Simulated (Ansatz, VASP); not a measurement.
## One calculation of BN, two programs

File INCAR:

```
SYSTEM = BN
PREC = Accurate
ENCUT = 520
EDIFF = 1E-8
ISMEAR = 0
SIGMA = 0.01
LREAL = .FALSE.
LASPH = .TRUE.
NELM = 60
ALGO = Normal
ISIF = 2
LWAVE = .FALSE.
LCHARG = .FALSE.
GGA = PE
LEFG = .TRUE.
NBANDS = 16
```

Contents of KPOINTS:

```
Automatic mesh
0
G
  12 12 4
  0 0 0
```

POSCAR

```
BN
1.0
    2.5121537661      0.0000000000      0.0000000000
   -1.2560768830      2.1755889796      0.0000000000
    0.0000000000      0.0000000000      8.4946706079
B N
2 2
Direct
    0.3333333333      0.6666666667      0.2500000000
    0.6666666667      0.3333333333      0.7500000000
    0.3333333333      0.6666666667      0.7500000000
    0.6666666667      0.3333333333      0.2500000000
```

Input for Ansatz:

```yaml
crystal:
  lattice:
    - [2.5121537661, 0.0, 0.0]
    - [-1.256076883, 2.1755889796, 0.0]
    - [0.0, 0.0, 8.4946706079]
  atoms:
    - { symbol: B, position: [0.3333333333, 0.6666666667, 0.25] }
    - { symbol: B, position: [0.6666666667, 0.3333333333, 0.75] }
    - { symbol: "N", position: [0.3333333333, 0.6666666667, 0.75] }
    - { symbol: "N", position: [0.6666666667, 0.3333333333, 0.25] }
basis:
  ecutwfc: 420
kpoints:
  mp_grid: { grid: [12, 12, 4] }
hamiltonian:
  xc: pbe
scf:
  occupations: { method: fixed }
output:
  forces: true
  stress: true
  eigenvalues: true
  efg: {}
checkpoint:
  read: start.run
  write: ck
  compress: false
  write_wavefunctions: false
  write_every: 100000
```

Alike in both runs: task electric field gradients; functional PBE; k mesh 12 × 12 × 4; no spin polarisation.

|  | VASP | Ansatz |
| --- | --- | --- |
| version | VASP 6.6.1 | Ansatz 0.2.0 |
| potentials or method | VASP PAW PBE potentials, release 64 (B, N) | scalar-relativistic, plane waves, PAW |
| plane-wave cutoff (eV) | 520 | 420 |
| occupations | gaussian, width 0.01 eV | fixed |
| valence electrons in the cell | 16 | 16 |

```csv
,VASP,Ansatz,Ansatz less VASP
gap on the k mesh at the Fermi level (eV),4.36,4.36,+0.001
least direct gap on the mesh (eV),4.66,4.66,+0.003
pressure (GPa),0.0,0.0,-0.05
largest component of the traceless stress (GPa),0.16,0.01,-0.153
Vzz of the field gradient on the site that differs most (V/Å²),34.6,27.8,-6.83
```

Caveats: this functional lacks dispersion, which binds the layers, so the pressure and a relaxed spacing across them are unreliable. Expect the measured gap to be larger: semilocal functionals such as PBE lack the derivative discontinuity. A k mesh can miss the band edges.
